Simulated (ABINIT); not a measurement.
SnSe2:

```xyz
3
Lattice="3.8110 0.0000 0.0000 -1.9055 3.3004 0.0000 0.0000 0.0000 6.1360" Properties=species:S:1:pos:R:3 pbc="T T T"
Sn    0.0000    0.0000    0.0000
Se    1.9055    1.1001    4.6081
Se    0.0000    2.2003    1.5279
```

| Item | Value |
| --- | --- |
| Program | ABINIT 10.8.3 (patched build) |
| Task | relaxation of cell and atoms |
| Functional | PBE |
| Dispersion | D3(BJ) |
| Potentials or basis | JTH PAW PBE v2.0 |
| Cutoff | 599 eV |
| k mesh | 5 × 5 × 3 |
| Occupations | fermi-dirac, width 0.05 eV |
| Spin | no spin polarisation |

At the start: pressure 3.3 GPa; volume 25.73 Å³/atom.

Problem. Where does the relaxation end?

Solution. Over 12 steps the energy falls by 19.2 meV/atom and the volume is 25.88 Å³/atom (+0.6 %); space group P-3m1 (No. 164, to 0.05 Å).

The path:
```csv
step,energy change (eV),largest force (eV/Å),pressure (GPa),volume (Å³)
1,0.0000,0.7574,3.34,77.18
2,-0.0251,0.5581,2.32,77.77
3,-0.0541,0.0718,-0.07,79.30
4,-0.0543,0.0399,-0.21,79.36
5,-0.0545,0.0208,-0.27,79.34
6,-0.0550,0.0163,-0.33,79.14
7,-0.0558,0.0468,-0.29,78.70
8,-0.0563,0.0484,-0.10,78.17
9,-0.0566,0.0246,0.09,77.87
10,-0.0570,0.0010,0.20,77.76
11,-0.0570,0.0215,0.25,77.71
12,-0.0576,0.0356,0.24,77.64
```

Final structure:
```
Sn Se
1.0
     3.83762    0.00000    0.00000
    -1.91881    3.32348    0.00000
     0.00000    0.00000    6.08758
Sn Se
1 2
Direct
  0.00000 0.00000 0.00000
  0.66667 0.33333 0.73943
  0.33333 0.66667 0.26057
```

Caveat: the log and the count of SCF iterations are those of the last ABINIT call alone.
